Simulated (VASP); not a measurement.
## VASP 6.6.1 run: ZnSe

INCAR

```
EDIFF = 1E-7
SIGMA = 0.02
NSW = 0
LREAL = .FALSE.
ISIF = 2
NBANDS = 16
LWAVE = .FALSE.
LMAXMIX = 4
NELM = 99
LCHARG = .FALSE.
ENCUT = 520
PREC = Accurate
GGA = PE
LASPH = .TRUE.
ISMEAR = -1
IBRION = -1
```

KPOINTS

```
KPOINTS created by Atomic Simulation Environment
0
Monkhorst-Pack
8 8 8
0 0 0
```

POSCAR

```
Zn Se
 1.0000000000000000
    -0.0000000000000000    2.8324206848428668    2.8324206848428668
     2.8324206848428668    0.0000000000000000    2.8324206848428668
     2.8324206848428668    2.8324206848428668    0.0000000000000000
 Zn  Se
   1   1
Cartesian
  0.0000000000000000  0.0000000000000000 -0.0000000000000000
  1.4162103424214334  1.4162103424214334  1.4162103424214334
```

The recommended PBE PAW datasets give the neutral cell 18 valence electrons.

Command

```
mpirun -np 1 vasp_std
```

Question: How does this run end, and what does it give?

Answer: It converged. Results: gap between bands v and c on the k mesh 1.74 eV; least direct gap on the k mesh 1.74 eV; pressure 2.4 GPa. Band v is the last that the valence electrons fill when counted band by band, and c is the next.

OSZICAR

```
N       E                     dE             d eps       ncg     rms          rms(c)
DAV:   1     0.875180824653E+02    0.87518E+02   -0.88539E+03  1920   0.129E+03
DAV:   2    -0.787715542114E+00   -0.88306E+02   -0.83089E+02  2152   0.252E+02
DAV:   3    -0.626374828012E+01   -0.54760E+01   -0.54545E+01  2352   0.614E+01
DAV:   4    -0.630756036719E+01   -0.43812E-01   -0.43808E-01  2296   0.583E+00
DAV:   5    -0.630776683400E+01   -0.20647E-03   -0.20647E-03  2480   0.364E-01    0.497E+00
DAV:   6    -0.603819491700E+01    0.26957E+00   -0.53210E-01  2848   0.239E+01    0.374E+00
DAV:   7    -0.601963131183E+01    0.18564E-01   -0.15670E-01  2192   0.354E+00    0.158E+00
DAV:   8    -0.601959770910E+01    0.33603E-04   -0.43355E-03  2640   0.670E-01    0.457E-01
DAV:   9    -0.601982222584E+01   -0.22452E-03   -0.10865E-03  2240   0.249E-01    0.663E-02
DAV:  10    -0.601992752029E+01   -0.10529E-03   -0.18494E-04  2488   0.982E-02    0.219E-02
DAV:  11    -0.601992245745E+01    0.50628E-05   -0.34764E-05  2112   0.455E-02    0.501E-03
DAV:  12    -0.601992360380E+01   -0.11464E-05   -0.44052E-06  2536   0.122E-02    0.274E-03
DAV:  13    -0.601992374430E+01   -0.14050E-06   -0.49388E-07  2320   0.538E-03    0.103E-03
DAV:  14    -0.601992376098E+01   -0.16683E-07   -0.37808E-08  2120   0.226E-03
   1 F= -.60199238E+01 E0= -.60199238E+01  d E =-.106357E-11
```

The shifted mesh misses Γ, so a band edge there is missed.

For comparison, a separate PBE run of the intended cell, on usual settings and not on those above, gives a gap of 1.30 eV on its mesh and a pressure of 2.4 GPa.
